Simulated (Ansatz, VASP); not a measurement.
**RbBr: VASP beside Ansatz**

```
CELL_PARAMETERS angstrom
0.00000 3.86950 3.86950
3.86950 0.00000 3.86950
3.86950 3.86950 0.00000
ATOMIC_POSITIONS crystal
Rb 0.00000 0.00000 0.00000
Br 0.25000 0.25000 0.25000
```

Alike in both runs: task single point; functional LDA; k mesh 4 × 4 × 4; no spin polarisation.

|  | VASP | Ansatz |
| --- | --- | --- |
| version | VASP 6.6.1 | Ansatz 0.2.0 |
| potentials or method | VASP PAW LDA potentials, release 64 (Rb_sv, Br) | plane waves, PAW |
| plane-wave cutoff (eV) | 520 | 420 |
| occupations | gaussian, width 0.01 eV | fixed |
| valence electrons in the cell | 16 | 16 |

```csv
,VASP,Ansatz,Ansatz less VASP
gap on the k mesh at the Fermi level (eV),3.82,3.81,-0.009
```

A k mesh can miss the band edges. As with any semilocal functional, this LDA gap is likely too small.
